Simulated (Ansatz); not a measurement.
## Elastic constants of MgTe (F-43m) under pressure

```
CELL_PARAMETERS angstrom
0.00000 3.21941 3.21941
3.21941 0.00000 3.21941
3.21941 3.21941 0.00000
ATOMIC_POSITIONS crystal
Mg 0.00000 0.00000 0.00000
Te 0.25000 0.25000 0.25000
```

This is the zero-pressure cell. At each pressure cell and atoms are relaxed in this structure, and the constants are slopes of the stress at strains of ±0.005 with relaxed ions (the coefficients that govern stability under load). Level: PBEsol, PAW on Ansatz 0.2.0's default frozen-core files (fitted under PBE), scalar-relativistic; k mesh 8×8×8, strains of ±0.005, fixed occupations, cutoff 420 eV. P is the pressure of the relaxed cell, less that of this one.

```tsv
P (GPa)	V/V₀	C11 (GPa)	C12 (GPa)	C44 (GPa)
0.00	1.0000	45.5	31.6	16.4
0.99	0.9745	48.8	36.0	16.0
2.00	0.9514	52.1	40.4	15.4
3.97	?	?	?	?
7.00	0.8662	67.1	61.1	11.2
9.96	0.8295	75.3	72.9	8.1
14.97	0.7803	88.5	92.2	2.3
```

Problem. Does the bulk modulus from the constants agree with the pressure-volume curve?

Solution. A third-order Birch-Murnaghan fit to the volumes shown (F against f, f = [(V₀/V)^(2/3) − 1]/2) gives B₀ = 36.2 GPa and B′ = 4.1. Its −V dP/dV stands beside (C11 + 2C12)/3:

| P (GPa) | from P(V) | from the constants |
| --- | --- | --- |
| 0.00 | 36.2 | 36.2 |
| 0.99 | 40.2 | 40.2 |
| 2.00 | 44.2 | 44.3 |
| 7.00 | 63.1 | 63.1 |
| 9.96 | 73.8 | 73.7 |
| 14.97 | 91.4 | 91.0 |

Problem. What are the pressure derivatives at zero pressure?

Solution. Slopes at V₀ of quadratic fits in −ln(V/V₀) through the first four rows shown, divided by B₀: dC11/dP = 3.4, dC12/dP = 4.5, dC44/dP = -0.4. The mean slopes up to 2.0 GPa are 3.3, 4.4, -0.5; curvature and scatter of the constants part the two. The combination (dC11/dP + 2 dC12/dP)/3 = 4.1 stands against B′.

Problem. Fill the row at 3.97 GPa.

Solution. Cubic fits in −ln(V/V₀) through all rows shown give C11 = 58.2, C12 = 48.7, C44 = 13.9 GPa. Computed: V/V₀ = 0.9131, C11 (GPa) = 58.2, C12 (GPa) = 48.7, C44 (GPa) = 13.9.

Problem. Does a shear stiffness soften?

Solution. C44 goes from 16.4 to 2.3 GPa; (C11 − C12)/2 goes from 6.9 to -1.9 GPa. The lattice turns mechanically unstable between 10.0 and 15.0 GPa, where the matrix gains a negative eigenvalue.

Known limits: this zinc-blende form is metastable at ambient conditions; no other phase was computed; many crystals of this kind change structure within this range, and rows or crossings beyond such a change describe a metastable lattice; frozen-core PAW files fitted under PBE, their cores solved anew for the functional of the run; constants at zero field, no piezoelectric stiffening; phonons weren't checked at these pressures.
